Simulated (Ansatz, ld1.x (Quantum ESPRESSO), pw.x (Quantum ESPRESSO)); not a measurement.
molybdenum (Mo) (diamond): variants of one TM potential in the solid

* Element: molybdenum (Mo)
* Generator: ld1.x (Quantum ESPRESSO) 7.5
* Type: norm-conserving Troullier–Martins (Kleinman–Bylander form)
* Functional: PBE
* Relativity: scalar-relativistic
* Frozen core: [Kr]
* Valence charge: 6
* Reference configuration: 4d5 5s1 5p0
* Partial waves: 5p (bound, empty): rc 3.60 bohr; 4d (bound): rc 1.85 bohr; 5s (bound): rc 2.55 bohr
* Local potential: the s channel
* Core correction: a·sin(br)/r model core, default radius (core density twice the valence density)

Crystal test: diamond Mo in pw.x 7.5, no spin, 8³ k-points, Fermi–Dirac smearing 0.01 Ry, cutoffs set for each file from its atomic test. The reference is all-electron LAPW (Ansatz 0.2.0) with the same functional, mesh and smearing; V0 and B0 come from Birch–Murnaghan fits to the pressures at five volumes. Errors are pseudo minus all-electron; Δ is the rms difference of the E(V) curves that follow from these fits, minima aligned, over ±6 % about the mean V0. Mesh and smearing are coarse, so the numbers serve the comparison and aren't converged zero-temperature values; the lattice is a test structure that the element need not adopt.

All-electron: a0 = 5.694 Å (V0 = 23.08 Å³/atom), B0 = 104.7 GPa.

Base: The largest radius (3.60 bohr) exceeds half the bond length (2.33 bohr), so the spheres overlap, which is one possible source of error among others. This is a poor potential for the solid.

A dash in a converged row means that the minimum lies outside the volumes sampled.

| change | cutoffs (Ry) | pw.x | a0 (Å) | a0 error (%) | B0 error (%) | Δ (meV/atom) | mean pressure error (GPa) |
| --- | --- | --- | --- | --- | --- | --- | --- |
| base | 60/240 | converged | 5.786 | +1.61 | -3.3 | 25.5 | +5.36 |
| core correction none | 60/240 | converged | – | – | – | – | +6.09 |
| core correction a·sin(br)/r model core inside 0.94 bohr | 60/240 | converged | 5.784 | +1.58 | -3.2 | 25.1 | +5.27 |
| core correction a·sin(br)/r model core inside 1.66 bohr | 60/240 | converged | 5.786 | +1.62 | -3.3 | 25.6 | +5.40 |
| core correction a·sin(br)/r model core inside 2.08 bohr | 60/240 | converged | – | – | – | – | +5.62 |

**Question.** Give the row for: core correction a·sin(br)/r model core inside 1.32 bohr.

**Answer.** pw.x: converged; mean pressure error (GPa): +5.26; a0 (Å): 5.784; a0 error (%): +1.58; B0 error (%): -3.2; Δ (meV/atom): 25.0.
